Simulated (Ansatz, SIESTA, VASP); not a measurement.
## One calculation of PbO2, 4 ways

```
CELL_PARAMETERS angstrom
4.99496 0.00000 0.00000
0.00000 4.99496 0.00000
0.00000 0.00000 3.40900
ATOMIC_POSITIONS crystal
Pb 0.50000 0.50000 0.50000
Pb 0.00000 0.00000 0.00000
O 0.69257 0.69257 0.00000
O 0.80743 0.19257 0.50000
O 0.19257 0.80743 0.50000
O 0.30743 0.30743 0.00000
```

The cell is a database's computed one, not the measured one.

Alike in all runs: task band structure; functional PBE; k mesh 6 × 6 × 8; occupations fermi-dirac, width 0.05 eV; no spin polarisation; no spin-orbit coupling. Pressure is positive in compression and, in plane waves, holds the error of the finite cutoff, which Ansatz's Pulay term estimates and takes out.

```
                                                                                   program and potentials  plane-wave cutoff (eV)                             notes  pressure (GPa)
                                                                                       Ansatz, Ansatz PAW                     420  Pulay term of +0.58 GPa included            5.70
                                                                      VASP, PBE PAW files O, Pb_d, 520 eV                     520                                 -            5.98
SIESTA, files PseudoDojo sr-pbe-0.4.1-standard, DZP (energy shift 0.003 Ry; two zetas on semicore shells)                       -                      atomic basis           11.53
                                                           Ansatz, all-electron LAPW, scalar-relativistic                       -                                 -            5.74
```

Force on atom 6 (O), eV/Å:

```csv
program and potentials,x,y,z
"Ansatz, Ansatz PAW",-0.029,-0.029,0.000
"VASP, PBE PAW files O, Pb_d, 520 eV",-0.036,-0.036,0.000
"SIESTA, files PseudoDojo sr-pbe-0.4.1-standard, DZP (energy shift 0.003 Ry; two zetas on semicore shells)",-0.030,-0.030,0.000
"Ansatz, all-electron LAPW, scalar-relativistic",-0.029,-0.029,0.000
```

The pressure spans 5.70 (Ansatz, Ansatz PAW) to 11.53 GPa (SIESTA, files PseudoDojo sr-pbe-0.4.1-standard, DZP (energy shift 0.003 Ry; two zetas on semicore shells)), with all-electron results at 5.74. Rows in atomic bases carry the error of their basis and grid, which can be large.

Differences between rows come from potentials, basis sets and numerical settings, since the functional is the same but for its coding. Runs on potential files found faulty are left out.
